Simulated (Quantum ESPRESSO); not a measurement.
# Pt (Fm-3m) in Quantum ESPRESSO: further runs, part 2 of 3

Quantum ESPRESSO 7.5. Earlier steps stand in the parts before.

## 3. Phonons and electron-phonon coupling, PBEsol

Contents of pw.in:

```
&CONTROL
  calculation = 'scf'
  prefix = 'pwscf'
  outdir = './tmp'
  pseudo_dir = './pseudo'
  tprnfor = .true.
  tstress = .true.
  disk_io = 'low'
/
&SYSTEM
  ibrav = 0
  nat = 1
  ntyp = 1
  ecutwfc = 45
  ecutrho = 360
  nbnd = 14
  occupations = 'smearing'
  smearing = 'mp'
  degauss = 0.01999163
/
&ELECTRONS
  conv_thr = 2d-10
  electron_maxstep = 120
  mixing_beta = 0.5
/
ATOMIC_SPECIES
Pt   195.0840 pt_pbesol_v1.4.uspp.F.UPF
CELL_PARAMETERS angstrom
   0.0000000000    1.9609000000    1.9609000000
   1.9609000000    0.0000000000    1.9609000000
   1.9609000000    1.9609000000    0.0000000000
ATOMIC_POSITIONS crystal
Pt     0.0000000000    0.0000000000    0.0000000000
K_POINTS automatic
8 8 8 0 0 0
```

Contents of relax.in:

```
&CONTROL
  calculation = 'vc-relax'
  prefix = 'pwscf'
  outdir = './tmp'
  pseudo_dir = './pseudo'
  tprnfor = .true.
  tstress = .true.
  disk_io = 'low'
  nstep = 40
  forc_conv_thr = 0.0001
  etot_conv_thr = 1d-06
/
&SYSTEM
  ibrav = 0
  nat = 1
  ntyp = 1
  ecutwfc = 45
  ecutrho = 360
  nbnd = 14
  occupations = 'smearing'
  smearing = 'mp'
  degauss = 0.01999163
/
&ELECTRONS
  conv_thr = 2d-10
  electron_maxstep = 120
  mixing_beta = 0.5
/
&IONS
  ion_dynamics = 'bfgs'
/
&CELL
  cell_dynamics = 'bfgs'
  press = 0
  press_conv_thr = 0.2
/
ATOMIC_SPECIES
Pt   195.0840 pt_pbesol_v1.4.uspp.F.UPF
CELL_PARAMETERS angstrom
   0.0000000000    1.9609000000    1.9609000000
   1.9609000000    0.0000000000    1.9609000000
   1.9609000000    1.9609000000    0.0000000000
ATOMIC_POSITIONS crystal
Pt     0.0000000000    0.0000000000    0.0000000000
K_POINTS automatic
8 8 8 0 0 0
```

Contents of scf2.in:

```
&CONTROL
  calculation = 'scf'
  prefix = 'pwscf'
  outdir = './tmp'
  pseudo_dir = './pseudo'
  tprnfor = .true.
  tstress = .true.
  disk_io = 'low'
/
&SYSTEM
  ibrav = 0
  nat = 1
  ntyp = 1
  ecutwfc = 45
  ecutrho = 360
  nbnd = 14
  occupations = 'smearing'
  smearing = 'mp'
  degauss = 0.01999163
/
&ELECTRONS
  conv_thr = 1d-13
  electron_maxstep = 120
  mixing_beta = 0.5
  startingpot = 'file'
  startingwfc = 'file'
/
ATOMIC_SPECIES
Pt   195.0840 pt_pbesol_v1.4.uspp.F.UPF
CELL_PARAMETERS angstrom
   0.0000000000    1.9550136583    1.9550136583
   1.9550136583    0.0000000000    1.9550136583
   1.9550136583    1.9550136583    0.0000000000
ATOMIC_POSITIONS crystal
Pt     0.0000000000    0.0000000000    0.0000000000
K_POINTS automatic
8 8 8 0 0 0
```

Contents of dense.in:

```
&CONTROL
  calculation = 'scf'
  prefix = 'pwscf'
  outdir = './tmp'
  pseudo_dir = './pseudo'
  tprnfor = .true.
  tstress = .true.
  disk_io = 'low'
/
&SYSTEM
  ibrav = 0
  nat = 1
  ntyp = 1
  ecutwfc = 45
  ecutrho = 360
  nbnd = 14
  occupations = 'smearing'
  smearing = 'mp'
  degauss = 0.01999163
  la2F = .true.
/
&ELECTRONS
  conv_thr = 1d-12
  electron_maxstep = 120
  mixing_beta = 0.5
  startingpot = 'file'
/
ATOMIC_SPECIES
Pt   195.0840 pt_pbesol_v1.4.uspp.F.UPF
CELL_PARAMETERS angstrom
   0.0000000000    1.9550136583    1.9550136583
   1.9550136583    0.0000000000    1.9550136583
   1.9550136583    1.9550136583    0.0000000000
ATOMIC_POSITIONS crystal
Pt     0.0000000000    0.0000000000    0.0000000000
K_POINTS automatic
24 24 24 0 0 0
```

Contents of scf3.in:

```
&CONTROL
  calculation = 'scf'
  prefix = 'pwscf'
  outdir = './tmp'
  pseudo_dir = './pseudo'
  tprnfor = .true.
  tstress = .true.
  disk_io = 'low'
/
&SYSTEM
  ibrav = 0
  nat = 1
  ntyp = 1
  ecutwfc = 45
  ecutrho = 360
  nbnd = 14
  occupations = 'smearing'
  smearing = 'mp'
  degauss = 0.01999163
/
&ELECTRONS
  conv_thr = 1d-12
  electron_maxstep = 120
  mixing_beta = 0.5
  startingpot = 'file'
/
ATOMIC_SPECIES
Pt   195.0840 pt_pbesol_v1.4.uspp.F.UPF
CELL_PARAMETERS angstrom
   0.0000000000    1.9550136583    1.9550136583
   1.9550136583    0.0000000000    1.9550136583
   1.9550136583    1.9550136583    0.0000000000
ATOMIC_POSITIONS crystal
Pt     0.0000000000    0.0000000000    0.0000000000
K_POINTS automatic
8 8 8 0 0 0
```

Contents of ph.in:

```
phonon_bands of Pt
&INPUTPH
  prefix = 'pwscf'
  outdir = './tmp'
  tr2_ph = 1d-18
  fildyn = 'dyn'
  niter_ph = 90
  alpha_mix(1) = 0.4
  ldisp = .true.
  nq1 = 4
  nq2 = 4
  nq3 = 4
  electron_phonon = 'interpolated'
  el_ph_sigma = 0.005
  el_ph_nsigma = 10
  fildvscf = 'dvscf'
/
```

Contents of q2r.in:

```
&INPUT
  fildyn = 'dyn'
  zasr = 'crystal'
  flfrc = 'fc'
  la2F = .true.
/
```

Contents of matdyn.in:

```
&INPUT
  asr = 'crystal'
  flfrc = 'fc'
  flfrq = 'freq'
  q_in_cryst_coord = .true.
  flvec = ' '
/
80
 0.0000000000  0.0000000000  0.0000000000
 0.0454545455  0.0000000000  0.0454545455
 0.0909090909  0.0000000000  0.0909090909
 0.1363636364  0.0000000000  0.1363636364
 0.1818181818  0.0000000000  0.1818181818
 0.2272727273  0.0000000000  0.2272727273
 0.2727272727  0.0000000000  0.2727272727
 0.3181818182  0.0000000000  0.3181818182
 0.3636363636  0.0000000000  0.3636363636
 0.4090909091  0.0000000000  0.4090909091
 0.4545454545  0.0000000000  0.4545454545
 0.5000000000  0.0000000000  0.5000000000
 0.5000000000  0.0500000000  0.5500000000
 0.5000000000  0.1000000000  0.6000000000
 0.5000000000  0.1500000000  0.6500000000
 0.5000000000  0.2000000000  0.7000000000
 0.5000000000  0.2500000000  0.7500000000
 0.4687500000  0.2812500000  0.7500000000
 0.4375000000  0.3125000000  0.7500000000
 0.4062500000  0.3437500000  0.7500000000
 0.3750000000  0.3750000000  0.7500000000
 0.3461538462  0.3461538462  0.6923076923
 0.3173076923  0.3173076923  0.6346153846
 0.2884615385  0.2884615385  0.5769230769
 0.2596153846  0.2596153846  0.5192307692
 0.2307692308  0.2307692308  0.4615384615
 0.2019230769  0.2019230769  0.4038461538
 0.1730769231  0.1730769231  0.3461538462
 0.1442307692  0.1442307692  0.2884615385
 0.1153846154  0.1153846154  0.2307692308
 0.0865384615  0.0865384615  0.1730769231
 0.0576923077  0.0576923077  0.1153846154
 0.0288461538  0.0288461538  0.0576923077
 0.0000000000  0.0000000000  0.0000000000
 0.0454545455  0.0454545455  0.0454545455
 0.0909090909  0.0909090909  0.0909090909
 0.1363636364  0.1363636364  0.1363636364
 0.1818181818  0.1818181818  0.1818181818
 0.2272727273  0.2272727273  0.2272727273
 0.2727272727  0.2727272727  0.2727272727
 0.3181818182  0.3181818182  0.3181818182
 0.3636363636  0.3636363636  0.3636363636
 0.4090909091  0.4090909091  0.4090909091
 0.4545454545  0.4545454545  0.4545454545
 0.5000000000  0.5000000000  0.5000000000
 0.5178571429  0.4642857143  0.5178571429
 0.5357142857  0.4285714286  0.5357142857
 0.5535714286  0.3928571429  0.5535714286
 0.5714285714  0.3571428571  0.5714285714
 0.5892857143  0.3214285714  0.5892857143
 0.6071428571  0.2857142857  0.6071428571
 0.6250000000  0.2500000000  0.6250000000
 0.5937500000  0.2500000000  0.6562500000
 0.5625000000  0.2500000000  0.6875000000
 0.5312500000  0.2500000000  0.7187500000
 0.5000000000  0.2500000000  0.7500000000
 0.5000000000  0.2750000000  0.7250000000
 0.5000000000  0.3000000000  0.7000000000
 0.5000000000  0.3250000000  0.6750000000
 0.5000000000  0.3500000000  0.6500000000
 0.5000000000  0.3750000000  0.6250000000
 0.5000000000  0.4000000000  0.6000000000
 0.5000000000  0.4250000000  0.5750000000
 0.5000000000  0.4500000000  0.5500000000
 0.5000000000  0.4750000000  0.5250000000
 0.5000000000  0.5000000000  0.5000000000
 0.4861111111  0.4861111111  0.5277777778
 0.4722222222  0.4722222222  0.5555555556
 0.4583333333  0.4583333333  0.5833333333
 0.4444444444  0.4444444444  0.6111111111
 0.4305555556  0.4305555556  0.6388888889
 0.4166666667  0.4166666667  0.6666666667
 0.4027777778  0.4027777778  0.6944444444
 0.3888888889  0.3888888889  0.7222222222
 0.3750000000  0.3750000000  0.7500000000
 0.6250000000  0.2500000000  0.6250000000
 0.5937500000  0.1875000000  0.5937500000
 0.5625000000  0.1250000000  0.5625000000
 0.5312500000  0.0625000000  0.5312500000
 0.5000000000  0.0000000000  0.5000000000
```

Contents of matdyn_dos.in:

```
&INPUT
  asr = 'crystal'
  flfrc = 'fc'
  dos = .true.
  fldos = 'phdos'
  nk1 = 12
  nk2 = 12
  nk3 = 12
  deltaE = 1
  flvec = ' '
  flfrq = ' '
/
```

Contents of matdyn_a2f.in:

```
&INPUT
  asr = 'crystal'
  flfrc = 'fc'
  la2F = .true.
  dos = .true.
  fldos = 'dos2'
  nk1 = 10
  nk2 = 10
  nk3 = 10
  ndos = 60
  el_ph_nsigma = 10
  flfrq = 'dosfreq2'
  flvec = ' '
/
```

Contents of matdyn_mesh.in:

```
&INPUT
  asr = 'crystal'
  flfrc = 'fc'
  flfrq = 'mesh'
  q_in_cryst_coord = .true.
  flvec = ' '
/
1000
 0.05000000  0.05000000  0.05000000
 0.05000000  0.05000000  0.15000000
 0.05000000  0.05000000  0.25000000
[... 997 further points of the even 10 x 10 x 10 mesh, shifted by half a step ...]
```

Potentials or basis: GBRV 1.5 PBEsol.

On the command line:

```
$ OMP_NUM_THREADS=1 pw.x -in pw.in > pw.out
$ OMP_NUM_THREADS=1 pw.x -in relax.in > relax.out
$ OMP_NUM_THREADS=1 pw.x -in scf2.in > scf2.out
$ OMP_NUM_THREADS=1 pw.x -in dense.in > dense.out
$ OMP_NUM_THREADS=1 pw.x -in scf3.in > scf3.out
$ OMP_NUM_THREADS=1 ph.x -in ph.in > ph.out
$ OMP_NUM_THREADS=1 q2r.x -in q2r.in > q2r.out
$ OMP_NUM_THREADS=1 matdyn.x -in matdyn.in > matdyn.out
$ OMP_NUM_THREADS=1 matdyn.x -in matdyn_dos.in > matdyn_dos.out
$ OMP_NUM_THREADS=1 matdyn.x -in matdyn_a2f.in > matdyn_a2f.out
$ OMP_NUM_THREADS=1 matdyn.x -in matdyn_mesh.in > matdyn_mesh.out
```

pw.out:

```text
This program is part of the open-source Quantum ESPRESSO suite
     for quantum simulation of materials; please cite
         "P. Giannozzi et al., J. Phys.:Condens. Matter 21 395502 (2009);
         "P. Giannozzi et al., J. Phys.:Condens. Matter 29 465901 (2017);
         "P. Giannozzi et al., J. Chem. Phys. 152 154105 (2020);
     in publications or presentations arising from this work. More details at

     Message from routine setup:
     using ibrav=0 with symmetry is DISCOURAGED, use correct ibrav instead

     G-vector sticks info
     --------------------
     sticks:   dense  smooth     PW     G-vecs:    dense   smooth      PW
     Sum         673     349    121                11791     4111     869

     Using Slab Decomposition

     bravais-lattice index     =            0
     lattice parameter (alat)  =       5.2405  a.u.
     unit-cell volume          =     101.7637 (a.u.)^3
     number of atoms/cell      =            1
     number of atomic types    =            1
     number of electrons       =        16.00
     number of Kohn-Sham states=           14
     kinetic-energy cutoff     =      45.0000  Ry
     charge density cutoff     =     360.0000  Ry
     scf convergence threshold =      2.0E-10
     mixing beta               =       0.5000
     number of iterations used =            8  plain     mixing
     Exchange-correlation= SLA  PW   PSX  PSC
                           (   1   4  10   8   0   0   0)

     celldm(1)=   5.240459  celldm(2)=   0.000000  celldm(3)=   0.000000
     celldm(4)=   0.000000  celldm(5)=   0.000000  celldm(6)=   0.000000

     crystal axes: (cart. coord. in units of alat)
               a(1) = (   0.000000   0.707107   0.707107 )
               a(2) = (   0.707107   0.000000   0.707107 )
               a(3) = (   0.707107   0.707107   0.000000 )

     reciprocal axes: (cart. coord. in units 2 pi/alat)
               b(1) = ( -0.707107  0.707107  0.707107 )
               b(2) = (  0.707107 -0.707107  0.707107 )
               b(3) = (  0.707107  0.707107 -0.707107 )

     PseudoPot. # 1 for Pt read from file:
     pt_pbesol_v1.4.uspp.F.UPF
     Pseudo is Ultrasoft + core correction, Zval = 16.0
     Generated by new atomic code, or converted to UPF format
     Using radial grid of  985 points,  6 beta functions with:
                l(1) =   0
                l(2) =   0
                l(3) =   1
                l(4) =   1
                l(5) =   2
                l(6) =   2
     Q(r) pseudized with  8 coefficients,  rinner =    1.300   1.300   1.300
                                                       1.300   1.300

     atomic species   valence    mass     pseudopotential
     Pt               16.00   195.08400     Pt( 1.00)

     48 Sym. Ops., with inversion, found

   Cartesian axes

     site n.     atom                  positions (alat units)
         1        Pt     tau(   1) = (   0.0000000   0.0000000   0.0000000  )

     number of k points=    29  Methfessel-Paxton smearing, width (Ry)=  0.0200
                       cart. coord. in units 2pi/alat
        k(    1) = (   0.0000000   0.0000000   0.0000000), wk =   0.0039062
        k(    2) = (   0.0883883   0.0883883  -0.0883883), wk =   0.0312500
        k(    3) = (   0.1767767   0.1767767  -0.1767767), wk =   0.0312500
        k(    4) = (   0.2651650   0.2651650  -0.2651650), wk =   0.0312500
        k(    5) = (  -0.3535534  -0.3535534   0.3535534), wk =   0.0156250
        k(    6) = (   0.1767767   0.0000000   0.0000000), wk =   0.0234375
[... 21 lines left out ...]
        k(   28) = (  -0.7071068   0.1767767  -0.0000000), wk =   0.0468750
        k(   29) = (  -0.7071068   0.3535534   0.0000000), wk =   0.0234375

     Dense  grid:    11791 G-vectors     FFT dimensions: (  32,  32,  32)

     Smooth grid:     4111 G-vectors     FFT dimensions: (  24,  24,  24)

     Initial potential from superposition of free atoms

     starting charge      15.5000, renormalised to      16.0000

     negative rho (up, down):  1.862E-01 0.000E+00
     Starting wfcs are   12 randomized atomic wfcs +    2 random wfcs

     Self-consistent Calculation

     iteration #  1     ecut=    45.00 Ry     beta= 0.50
     Davidson diagonalization with overlap
     ethr =  1.00E-02,  avg # of iterations =  4.3

     negative rho (up, down):  1.738E-01 0.000E+00
[... 58 lines left out ...]
     iteration #  8     ecut=    45.00 Ry     beta= 0.50
     Davidson diagonalization with overlap
     ethr =  3.81E-12,  avg # of iterations =  2.0

     negative rho (up, down):  1.737E-01 0.000E+00

     End of self-consistent calculation

          k = 0.0000 0.0000 0.0000 (   531 PWs)   bands (ev):

   -30.2348 -30.2348 -30.2348  12.0926  18.5624  18.5624  18.5624  20.7359
    20.7359  36.9874  41.9300  41.9300  41.9300  47.2679
[... 93 lines left out ...]
   -30.6053 -30.5118 -30.3768  16.0824  16.8771  19.4889  21.0482  22.1899
    28.0682  29.0739  32.4569  37.0280  42.3660  48.8805

          k =-0.7071 0.0000 0.0000 (   524 PWs)   bands (ev):

   -30.6811 -30.4127 -30.4127  15.2692  15.7259  22.3808  22.8571  22.8571
    24.1051  31.2042  33.7339  33.7339  42.4503  45.7797

          k = 0.3536 0.1768 0.0000 (   522 PWs)   bands (ev):
[... 26 lines left out ...]
   -30.5756 -30.5155 -30.3634  17.0790  17.3959  17.8283  20.4131  21.8970
    26.4485  31.8081  32.2560  37.4200  43.5873  46.6850

          k =-0.7071 0.1768-0.0000 (   512 PWs)   bands (ev):

   -30.6423 -30.4525 -30.4144  15.8502  16.2524  20.2281  21.5131  22.8591
    27.1659  30.0695  33.0051  34.2665  45.0528  45.6701

          k =-0.7071 0.3536 0.0000 (   516 PWs)   bands (ev):

   -30.5479 -30.5479 -30.4161  16.6873  17.7926  17.7926  20.3567  22.8610
    29.4446  30.6259  30.6259  34.4058  46.8530  46.8530

     the Fermi energy is    22.3075 ev

!    total energy              =    -210.55281690 Ry
     estimated scf accuracy    <          2.7E-12 Ry
     smearing contrib. (-TS)   =      -0.00034968 Ry
     internal energy E=F+TS    =    -210.55246722 Ry

     The total energy is F=E-TS. E is the sum of the following terms:
     one-electron contribution =     -19.93862674 Ry
     hartree contribution      =      24.42534910 Ry
     xc contribution           =     -56.66590223 Ry
     ewald contribution        =    -158.37328735 Ry

     convergence has been achieved in   8 iterations

     negative rho (up, down):  1.737E-01 0.000E+00

     Forces acting on atoms (cartesian axes, Ry/au):

     atom    1 type  1   force =     0.00000000    0.00000000    0.00000000

     Total force =     0.000000     Total SCF correction =     0.000000

     Computing stress (Cartesian axis) and pressure

     negative rho (up, down):  1.737E-01 0.000E+00
          total   stress  (Ry/bohr**3)                   (kbar)     P=      -26.25
  -0.00017847   0.00000000  -0.00000000          -26.25        0.00       -0.00
  -0.00000000  -0.00017847   0.00000000           -0.00      -26.25        0.00
   0.00000000  -0.00000000  -0.00017847            0.00       -0.00      -26.25

=------------------------------------------------------------------------------=
   JOB DONE.
=------------------------------------------------------------------------------=
```

Run time: 34 min. Hardware: 1 thread of Arm Neoverse N1, shared host; peak memory 0.1 GiB.

Results:

* Free energy: -2864.7176 eV
* Relaxed volume: 14.94 Å³/atom
* Relaxed cell: a = 2.765 Å, b = 2.765 Å, c = 2.765 Å, α = 60.00°, β = 60.00°, γ = 60.00°
* Space group after relaxing (to 0.05 Å): Fm-3m (No. 225)
* Pressure after relaxing: 0.0 GPa
* Band gap on the k mesh: none (metal or under the smearing width)
* Highest phonon frequency: 204 cm⁻¹
* Zero-point energy: 0.023 eV/atom

Step by step:
```
step  energy change (eV)  largest force (eV/Å)  pressure (GPa)  volume (Å³)
   1              0.0000                0.0000           -2.63        15.08
   2             -0.0008                0.0000            1.35        14.88
   3             -0.0011                0.0000           -0.03        14.95
   4             -0.0011                0.0000            0.01        14.94
```

Final structure:
```
Pt
1.0
     0.00000    1.95501    1.95501
     1.95501    0.00000    1.95501
     1.95501    1.95501    0.00000
Pt
1
Direct
  0.00000 0.00000 0.00000
```

Phonon frequencies in cm⁻¹ (negative: imaginary):
```tsv
q point	frequencies
(0.000, 0.000, 0.000)	0 0 0
(0.318, 0.000, 0.318)	103 103 169
(0.500, 0.150, 0.650)	123 144 184
(0.346, 0.346, 0.692)	110 155 164
(0.144, 0.144, 0.288)	44 63 127
(0.091, 0.091, 0.091)	20 20 54
(0.409, 0.409, 0.409)	94 94 194
(0.589, 0.321, 0.589)	108 138 176
(0.500, 0.275, 0.725)	115 160 163
(0.500, 0.450, 0.550)	100 105 200
(0.431, 0.431, 0.639)	103 125 184
(0.562, 0.125, 0.562)	130 137 194
```

Phonon frequencies at the corners of the path (cm⁻¹, interpolated; i marks imaginary ones):
| point | frequencies |
| --- | --- |
| Γ | 0 0 0 |
| X | 134 134 201 |
| W | 116 162 162 |
| K | 118 148 176 |
| L | 101 101 204 |
| U | 118 148 176 |

Phonon states per cell in windows of 10 cm⁻¹ (negative: imaginary):
| from (cm⁻¹) | total |
| --- | --- |
| 0 | 0.00 |
| 10 | 0.00 |
| 20 | 0.01 |
| 30 | 0.03 |
| 40 | 0.05 |
| 50 | 0.07 |
| 60 | 0.10 |
| 70 | 0.13 |
| 80 | 0.18 |
| 90 | 0.29 |
| 100 | 0.36 |
| 110 | 0.30 |
| 120 | 0.22 |
| 130 | 0.19 |
| 140 | 0.16 |
| 150 | 0.08 |
| 160 | 0.12 |
| 170 | 0.36 |
| 180 | 0.25 |
| 190 | 0.08 |
| 200 | 0.00 |

Harmonic thermodynamics per atom at this volume (zero-point energy 23.2 meV, Debye temperature from the second moment 244 K):
```tsv
T (K)	free energy (meV)	entropy (k_B)	heat capacity Cv (k_B)
50	22.4	0.61	1.23
100	17.0	1.85	2.29
200	-7.3	3.64	2.79
298.15	-43.2	4.78	2.90
500	-140.7	6.30	2.96
800	-323.0	7.70	2.99
```

Electron-phonon coupling by broadening of the double delta (levels on a 24 × 24 × 24 mesh):
| broadening (eV) | λ | N(E_F) (states/eV a spin and cell) | ω_log (K) | Tc, μ* 0.10 (K) | Tc, μ* 0.13 (K) |
| --- | --- | --- | --- | --- | --- |
| 0.07 | 0.68 | 1.165 | 149 | 4.7 | 3.6 |
| 0.14 | 0.57 | 0.982 | 143 | 2.7 | 1.8 |
| 0.20 | 0.51 | 0.890 | 140 | 1.8 | 1.1 |
| 0.27 | 0.47 | 0.826 | 138 | 1.3 | 0.8 |
| 0.34 | 0.45 | 0.776 | 137 | 1.0 | 0.5 |
| 0.41 | 0.42 | 0.733 | 137 | 0.8 | 0.4 |
| 0.48 | 0.41 | 0.695 | 137 | 0.6 | 0.3 |
| 0.54 | 0.39 | 0.660 | 137 | 0.5 | 0.2 |
| 0.61 | 0.38 | 0.630 | 137 | 0.4 | 0.2 |
| 0.68 | 0.37 | 0.603 | 138 | 0.3 | 0.1 |

The same from a weighted sum over the computed q points, without interpolation:
| broadening (eV) | λ | ω_log (K) | Tc, μ* 0.10 (K) | Tc, μ* 0.13 (K) |
| --- | --- | --- | --- | --- |
| 0.07 | 0.68 | 148 | 4.8 | 3.6 |
| 0.14 | 0.55 | 149 | 2.6 | 1.7 |
| 0.20 | 0.49 | 148 | 1.6 | 1.0 |
| 0.27 | 0.45 | 148 | 1.1 | 0.6 |
| 0.34 | 0.42 | 148 | 0.8 | 0.4 |
| 0.41 | 0.40 | 148 | 0.6 | 0.3 |
| 0.48 | 0.38 | 148 | 0.5 | 0.2 |
| 0.54 | 0.37 | 148 | 0.4 | 0.1 |
| 0.61 | 0.35 | 148 | 0.3 | 0.1 |
| 0.68 | 0.34 | 149 | 0.2 | 0.1 |

Eliashberg function at a broadening of 0.27 eV:
```
cm⁻¹    α²F
   5  0.000
  16  0.001
  26  0.007
  36  0.019
  47  0.041
  57  0.065
  67  0.099
  78  0.136
  88  0.185
  98  0.315
 109  0.327
 119  0.258
 130  0.175
 140  0.186
 150  0.085
 161  0.037
 171  0.194
 181  0.193
 192  0.060
 202  0.000
```

Coupling and linewidth of each mode at the computed q points (broadening 0.27 eV):
```csv
q,cm⁻¹,λ of the modes,linewidths (GHz)
"(0.00, 0.00, 0.25)",58 58 138,0.27 0.27 0.09,9 9 16
"(0.00, 0.00, -0.50)",101 101 204,0.11 0.11 0.03,10 10 12
"(0.00, 0.25, 0.25)",81 81 143,0.16 0.16 0.12,10 10 23
"(0.00, 0.25, -0.50)",110 122 183,0.12 0.20 0.05,14 29 16
"(0.00, 0.25, -0.25)",79 116 169,0.36 0.14 0.08,22 18 21
"(0.00, -0.50, -0.50)",134 134 201,0.20 0.20 0.09,34 35 34
"(0.25, -0.50, -0.25)",116 162 162,0.28 0.10 0.10,36 24 24
```

Caveat: the k mesh is coarse; the mesh is thin for the phonons of a metal; λ from interpolated matrix elements is rough: modes that symmetry makes equal can differ by tens of percent. The run has no spin-orbit coupling, so splittings on Pt are missing.

[end of part 2 of 3]
